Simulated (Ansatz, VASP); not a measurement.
# Two plane-wave programs on Ni

```
Ni
1.0
    -1.40033    1.40033    1.40033
     1.40033   -1.40033    1.40033
     1.40033    1.40033   -1.40033
Ni
1
Direct
  0.00000 0.00000 0.00000
```

Alike in both runs: task single point; functional PBE; k mesh 8 × 8 × 8; occupations fermi-dirac, width 0.1 eV; collinear spin.

|  | VASP | Ansatz |
| --- | --- | --- |
| version | VASP 6.6.1 | Ansatz 0.2.0 |
| potentials or method | VASP PAW PBE potentials, release 64 (Ni) | plane waves (420 eV) with PAW, scalar-relativistic |
| plane-wave cutoff (eV) | 520 | 420 |
| valence electrons in the cell | 10 | 18 |

VASP gave:

```
net moment per atom (μB)                                      : 0.56
size of the moment on the site where the two differ most (μB) : 0.57
```

Question: Estimate Ansatz's values.

Answer: net moment per atom (μB): 0.57; size of the moment on the site where the two differ most (μB): 0.60.

Site moments also hang on the region over which each program counts them. With one functional, cell and mesh, what is left measures potentials, basis and numerics. The two sets of potentials don't hold the same shells in valence.

Caveats: the k mesh is coarse (spacing up to 0.40 Å⁻¹), so the values aren't converged.
